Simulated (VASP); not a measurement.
# Be (P6_3/mmc) in VASP: notebook

One crystal, Be, is run at these levels: PBE, PBEsol; tasks: single point.

Everything below comes from runs of VASP 6.6.1. Logs are shortened: lines on timing, memory, paths and dates and some standing lists are left out, and cuts for length are marked.

### 1 Starting point

Symmetry: P6_3/mmc, No. 194, hexagonal system. Conventional cell: a = 2.262 Å, b = 2.262 Å, c = 3.571 Å, α = 90.00°, β = 90.00°, γ = 120.00°. Be (site symmetry -6m2) has 12 Be at 2.21 to 2.26 Å as nearest neighbours.

### 2 Single point, PBE

File INCAR:

```
SYSTEM = Be
PREC     = Accurate       ! precision mode
ENCUT    = 450            ! plane-wave cutoff, eV
EDIFF    = 1E-6           ! SCF threshold, eV
ISMEAR   = 1              ! smearing method
SIGMA    = 0.1            ! smearing width, eV
LREAL    = .FALSE.        ! projectors in reciprocal space
LASPH    = .TRUE.         ! aspherical terms in the spheres
NELM     = 120            ! most SCF steps
ALGO     = Normal         ! electronic algorithm
ISIF     = 2              ! what is computed and relaxed
LWAVE    = .FALSE.        ! write WAVECAR
LCHARG   = .FALSE.        ! write CHGCAR
GGA      = PE             ! functional
NBANDS   = 9              ! bands
KPAR     = 4
```

File KPOINTS:

```
Automatic mesh
0
G
  22 22 12
  0 0 0
```

File POSCAR:

```
Be                                      
1.0
    2.2618905851      0.0000000000      0.0000000000
   -1.1309452926      1.9588547073      0.0000000000
    0.0000000000      0.0000000000      3.5709395564
  Be            
     2
Direct
     0.3333333332999970    0.6666666667000030    0.2500000000000000
     0.6666666667000030    0.3333333332999970    0.7500000000000000
```

Potentials or basis: VASP PAW PBE potentials, release 64 (Be).

The run is started by

```bash
$ cat potpaw_PBE.64/Be/POTCAR > POTCAR
$ mpirun -np 4 vasp_std > vasp.out
```

OUTCAR:

```text
SYSTEM = Be
   PREC = Accurate
   ENCUT = 450
   EDIFF = 1E-6
   ISMEAR = 1
   LREAL = .FALSE.
   LASPH = .TRUE.
   NELM = 120
   ISIF = 2
   GGA = PE

 ion  position               nearest neighbor table
   1  0.333  0.667  0.250-   2 2.21   2 2.21   2 2.21   2 2.21   2 2.21   2 2.21
   2  0.667  0.333  0.750-   1 2.21   1 2.21   1 2.21   1 2.21   1 2.21   1 2.21

  LATTYP: Found a hexagonal cell.
 ALAT       =     2.2618905851
 C/A-ratio  =     1.5787410673

  Lattice vectors:

 A1 = (   2.2618905851,   0.0000000000,   0.0000000000)
 A2 = (  -1.1309452926,   1.9588547073,   0.0000000000)
 A3 = (   0.0000000000,   0.0000000000,   3.5709395564)

Analysis of symmetry for initial positions (statically):
=====================================================================
 Subroutine PRICEL returns:
 Original cell was already a primitive cell.

 Routine SETGRP: Setting up the symmetry group for a
 hexagonal supercell.

 Subroutine GETGRP returns: Found 24 space group operations
 (whereof 12 operations were pure point group operations)
 out of a pool of 24 trial point group operations.

The static configuration has the point symmetry D_3d.
 The point group associated with its full space group is D_6h.

Analysis of symmetry for dynamics (positions and initial velocities):
=====================================================================
 Subroutine PRICEL returns:
 Original cell was already a primitive cell.

 Routine SETGRP: Setting up the symmetry group for a
 hexagonal supercell.

 Subroutine GETGRP returns: Found 24 space group operations
 (whereof 12 operations were pure point group operations)
 out of a pool of 24 trial point group operations.

The dynamic configuration has the point symmetry D_3d.
 The point group associated with its full space group is D_6h.

 Subroutine INISYM returns: Found 24 space group operations
 (whereof 12 operations are pure point group operations),
 and found     1 'primitive' translations

----------------------------------------------------------------------------------------

                                     Primitive cell

  volume of cell :      15.8218

  direct lattice vectors                    reciprocal lattice vectors
     2.261890585  0.000000000  0.000000000     0.442108034  0.255251193  0.000000000
    -1.130945293  1.958854707  0.000000000     0.000000000  0.510502385  0.000000000
     0.000000000  0.000000000  3.570939556     0.000000000  0.000000000  0.280038344

  length of vectors
     2.261890585  2.261890585  3.570939556     0.510502385  0.510502385  0.280038344

  position of ions in fractional coordinates (direct lattice)
     0.333333333  0.666666667  0.250000000
     0.666666667  0.333333333  0.750000000

  ion indices of the primitive-cell ions
   primitive index   ion index
                 1           1
                 2           2

----------------------------------------------------------------------------------------

 KPOINTS: Automatic mesh

Automatic generation of k-mesh.
 Grid dimensions read from file:
 generate k-points for:   22   22   12

 Generating k-lattice:

  Cartesian coordinates                     Fractional coordinates (reciprocal lattice)
     0.020095820  0.011602327  0.000000000     0.045454545  0.000000000  0.000000000
     0.000000000  0.023204654  0.000000000     0.000000000  0.045454545  0.000000000
     0.000000000  0.000000000  0.023336529     0.000000000  0.000000000  0.083333333

  Length of vectors
     0.023204654  0.023204654  0.023336529

  Shift w.r.t. Gamma in fractional coordinates (k-lattice)
     0.000000000  0.000000000  0.000000000

 Subroutine IBZKPT returns following result:
 ===========================================

 Found    364 irreducible k-points:

 Following reciprocal coordinates:
            Coordinates               Weight
  0.000000  0.000000  0.000000      1.000000
  0.045455  0.000000  0.000000      6.000000
  0.090909  0.000000  0.000000      6.000000
  0.136364  0.000000  0.000000      6.000000
  0.181818  0.000000  0.000000      6.000000
  0.227273  0.000000  0.000000      6.000000
[... 16 lines left out ...]
  0.090909  0.090909  0.000000      6.000000
  0.136364  0.090909  0.000000     12.000000
 [... further k-points ...]
   k-points           NKPTS =    364   k-points in BZ     NKDIM =    364   number of bands    NBANDS=      9
   number of dos      NEDOS =    301   number of ions     NIONS =      2
   total plane-waves  NPLWV =   7168
   dimension x,y,z NGX =    16 NGY =   16 NGZ =   28
   dimension x,y,z NGXF=    32 NGYF=   32 NGZF=   56
   ions per type =               2
   NGX,Y,Z   is equivalent  to a cutoff of  11.76, 11.76, 13.04 a.u.
   NGXF,Y,Z  is equivalent  to a cutoff of  23.52, 23.52, 26.07 a.u.
 SYSTEM =  Be
   PREC   = accura    normal or accurate (medium, high low for compatibility)
   ISTART =      0    job   : 0-new  1-cont  2-samecut
   ICHARG =      2    charge: 1-file 2-atom 10-const
   ISPIN  =      1    spin polarized calculation?
   LNONCOLLINEAR =      F non collinear calculations
   LSORBIT =      F    spin-orbit coupling
   LASPH  =      T    aspherical Exc in radial PAW
   ENCUT  =  450.0 eV  33.07 Ry    5.75 a.u.   3.91  3.91  6.18*2*pi/ulx,y,z
   NELM   =    120;   NELMIN=  2; NELMDL= -5     # of ELM steps
   EDIFF  = 0.1E-05   stopping-criterion for ELM
   LREAL  =      F    real-space projection
   EDIFFG = 0.1E-04   stopping-criterion for IOM
   NSW    =      0    number of steps for IOM
   IBRION =     -1    ionic relax: 0-MD 1-quasi-New 2-CG
   NFREE  =      0    steps in history (QN), initial steepest desc. (CG)
   ISIF   =      2    stress and relaxation
   ISYM   =      2    0-nonsym 1-usesym 2-fastsym
   POTIM  = 0.5000    time-step for ionic-motion
   TEBEG  =    0.0;   TEEND  =   0.0 temperature during run
   PSTRESS=    0.0 pullay stress
   NELECT =       4.0000    total number of electrons
   NUPDOWN=      -1.0000    fix difference up-down
   EMIN   =  10.00;   EMAX   =-10.00  energy-range for DOS
   EFERMI =   0.00;   METHOD = LEGACY
   ISMEAR =     1;   SIGMA  =   0.10  broadening in eV -4-tet -1-fermi 0-gaus
   EFERMI_NEDOS =   21; number of points for ismear=-14 and -15
   IALGO  =     38    algorithm
   IMIX   =      4    mixing-type and parameters
     AMIX     =   0.40;   BMIX     =  1.00
     AMIX_MAG =   1.60;   BMIX_MAG =  1.00
  volume/ion in A,a.u.               =       7.91        53.39
  Fermi-wavevector in a.u.,A,eV,Ry     =   1.035165  1.956177 14.579536  1.071566
  Thomas-Fermi vector in A             =   2.169495
   LORBIT       =      0    0 simple, 1 ext, 2 COOP (PROOUT), +10 PAW based schemes
   GGA     = PE    functional components
   LHFCALC =     F    Hartree Fock is set to
   AEXX    =    0.0000 exact exchange contribution
   IVDW    =     0    specifies the selected vdW correction
   LEPSILON=     F    determine dielectric tensor
   LRPA    =     F    only Hartree local field effects (RPA)
 non-spin polarized calculation
 Methfessel and Paxton  Order N= 1 SIGMA  =   0.10
  energy-cutoff  :      450.00
  volume of cell :       15.82
 maximum number of plane-waves:       360
 NGX is ok and might be reduce to    16
   NGX =  7   NGY =  7   NGZ = 13

 number of electron       4.0000000 magnetization

 Free energy of the ion-electron system (eV)
  ---------------------------------------------------
  ext. energy  EPLUGINS =         0.00000000
  ---------------------------------------------------
  free energy    TOTEN  =        -7.53428336 eV

  energy without entropy =       -7.53428482  energy(sigma->0) =       -7.53428385

 E-fermi :   7.2122     XC(G=0): -10.6037

 val. band max:        7.1911207016   @ k =   0.2727   0.2727   0.0833
 cond. band min:       7.2491549372   @ k =   0.2273   0.1818   0.0000
 fundamental gap:      0.0580342356
 Fermi energy:         7.2122094461

 k-point     1 :       0.0000    0.0000    0.0000
  band No.  band energies     occupation
      1      -4.3280      2.00000
      2       2.5574      2.00000
      3       8.0856     -0.00000
      4      23.0623      0.00000
      5      23.0623      0.00000
      6      25.8938      0.00000
      7      25.8938      0.00000
      8      27.8775      0.00000
      9      34.1523      0.00000

 k-point     2 :       0.0455    0.0000    0.0000
  band No.  band energies     occupation
      1      -4.2686      2.00000
      2       2.6353      2.00000
      3       8.1037     -0.00000
      4      22.5550      0.00000
      5      22.6697      0.00000
      6      25.8994      0.00000
      7      26.1103      0.00000
      8      27.7722      0.00000
      9      33.0444      0.00000

 k-point     3 :       0.0909    0.0000    0.0000
  band No.  band energies     occupation
      1      -4.0900      2.00000
      2       2.8690      2.00000
      3       8.1559     -0.00000
      4      21.2487      0.00000
      5      21.8135      0.00000
      6      25.8739      0.00000
      7      26.4117      0.00000
      8      27.4179      0.00000
      9      31.3520      0.00000

 k-point     4 :       0.1364    0.0000    0.0000
  band No.  band energies     occupation
      1      -3.7921      2.00000
      2       3.2581      2.00000
      3       8.2327     -0.00000
      4      19.5256      0.00000
      5      20.8401      0.00000
      6      25.7411      0.00000
      7      26.4510      0.00000
      8      26.7061      0.00000
      9      29.5375      0.00000
[... 205 lines left out ...]
 k-point    22 :       0.4545    0.0455    0.0000
  band No.  band energies     occupation
      1       1.8930      2.00000
      2       4.1435      2.00000
      3      10.4930      0.00000
      4      13.6766      0.00000
      5      13.7942      0.00000
      6      15.3373      0.00000
      7      18.1579      0.00000
      8      23.8611      0.00000
      9      27.0328      0.00000

 k-point    23 :       0.0909    0.0909    0.0000
  band No.  band energies     occupation
      1      -3.6132      2.00000
      2       3.4913      2.00000
      3       8.2789     -0.00000
      4      19.1281      0.00000
      5      19.6803      0.00000
      6      25.7657      0.00000
      7      26.1383      0.00000
      8      26.3063      0.00000
      9      30.2092      0.00000

 k-point    24 :       0.1364    0.0909    0.0000
  band No.  band energies     occupation
      1      -3.1955      2.00000
      2       4.0342      2.00000
      3       8.3608     -0.00000
      4      17.4273      0.00000
      5      18.6887      0.00000
      6      25.2126      0.00000
      7      25.2947      0.00000
      8      25.6457      0.00000
      9      29.5012      0.00000

 [... further k-points ...]
[... 5 lines left out ...]
  --------------------------------------------------------------------------------------
  -------------------------------------------------------------------------------------
  Total        0.0024211      0.0024211      0.0016114     -0.0000000      0.0000000      0.0000000
  in kB        0.2451672      0.2451672      0.1631745     -0.0000000      0.0000000      0.0000000
  external PRESSURE =       0.2178363 kB  Pullay stress =       0.0000000 kB

 VOLUME and BASIS-vectors are now :
 -----------------------------------------------------------------------------
  energy-cutoff  :      450.00
  volume of cell :       15.82
      direct lattice vectors                 reciprocal lattice vectors
     2.261890585  0.000000000  0.000000000     0.442108034  0.255251193  0.000000000
    -1.130945293  1.958854707  0.000000000     0.000000000  0.510502385  0.000000000
     0.000000000  0.000000000  3.570939556     0.000000000  0.000000000  0.280038344

 POSITION                                       TOTAL-FORCE (eV/Angst)
 -----------------------------------------------------------------------------------
     -0.00000      1.30590      0.89273        -0.000000     -0.000000      0.000000
      1.13095      0.65295      2.67820         0.000000      0.000000      0.000000
 -----------------------------------------------------------------------------------
    total drift:                                0.000000     -0.000000      0.000000

  FREE ENERGIE OF THE ION-ELECTRON SYSTEM (eV)
  ---------------------------------------------------
  free  energy   TOTEN  =        -7.5342833619 eV

  energy  without entropy=       -7.5342848190  energy(sigma->0) =       -7.53428385
```

It took 8.5 s on 4 MPI ranks of Intel Xeon Platinum 8488C (Sapphire Rapids), shared host; peak memory 0.13 GiB.

What came out:

```yaml
Free_energy: -7.5343 eV
Pressure: 0.0 GPa
Band_gap_on_the_k_mesh: none (metal or under the smearing width)
```

### 3 Single point, PBEsol

INCAR: that of step 2 with these lines changed.

```diff
@@ -13,3 +13,3 @@
 LCHARG   = .FALSE.        ! write CHGCAR
-GGA      = PE             ! functional
+GGA      = PS             ! functional
 NBANDS   = 9              ! bands
```

KPOINTS is that of step 2.

POSCAR is that of step 2.

Potentials or basis: VASP PAW PBE potentials, release 64 (Be).

The run is started by

```bash
$ cat potpaw_PBE.64/Be/POTCAR > POTCAR
$ mpirun -np 4 vasp_std > vasp.out
```

It took 11 s on 4 MPI ranks of Intel Xeon Platinum 8488C (Sapphire Rapids), shared host; peak memory 0.13 GiB.

Results (log left out):

```
Free energy            : -7.9966 eV
Pressure               : -0.9 GPa
Band gap on the k mesh : none (metal or under the smearing width)
```

Stress tensor (GPa, compression positive):
```
-0.95  0.00  0.00
 0.00 -0.95  0.00
 0.00  0.00 -0.72
```

Levels at points of the mesh, in eV from the Fermi level:
```csv
k point,band 1,band 2,band 3,band 4,band 5,band 6
"(0.00, 0.00, 0.00)",-11.52,-4.66,0.90,15.86,15.86,18.69
"(0.50, 0.00, 0.00)",-5.20,-3.30,3.44,6.29,6.54,9.26
"(0.00, 0.00, 0.50)",-9.37,-9.37,10.45,10.45,17.50,17.50
"(0.50, 0.00, 0.50)",-3.82,-3.82,1.41,1.41,11.86,11.86
```

Caveat: the PAW data sets were made with another functional, which shifts forces and pressure a little.
